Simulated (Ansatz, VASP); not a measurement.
Two plane-wave programs on As

```xyz
1
Lattice="2.7037 0.0000 0.0000 0.0000 2.7037 0.0000 0.0000 0.0000 2.7037" Properties=species:S:1:pos:R:3 pbc="T T T"
As    1.3518    1.3518    1.3518
```

This isn't the form of As at room conditions, which is rhombohedral.

Alike in both runs: task relaxation of cell and atoms; functional RPBE; dispersion D3(BJ); k mesh 10 × 10 × 10; occupations fermi-dirac, width 0.05 eV; no spin polarisation.

|  | VASP | Ansatz |
| --- | --- | --- |
| version | VASP 6.6.1 | Ansatz 0.2.0 |
| potentials or method | VASP PAW PBE potentials, release 64 (As) | Ansatz PAW |
| plane-wave cutoff (eV) | 600 | 420 |
| valence electrons in the cell | 5 | 15 |

```tsv
	VASP	Ansatz	Ansatz less VASP
gap on the k mesh at the Fermi level, each at its own relaxed structure (eV)	none	none	-
relaxed volume (Å³/atom)	16.59	16.51	-0.081
relaxed cell length with the largest relative difference (Å)	2.551	2.546	-0.0042
energy change over the relaxation (meV/atom)	-186	-192	-6.1
```

A gap of «none» marks a metal or a gap that the smearing closes. The two sets of potentials don't hold the same shells in valence.

Caveats: the volume moved by over 15 % at a fixed basis, so the end points are rough; pairwise dispersion overbinds metals, which lowers pressure and volume; the PAW data sets were made with another functional, which shifts forces and pressure a little (VASP); the plane-wave basis is chosen anew once the cell has moved, so the energies of steps on either side of that aren't comparable (Ansatz); the PAW data sets come from PBE, with cores solved anew for the run's functional, which leaves a small shift of forces and pressure (Ansatz).
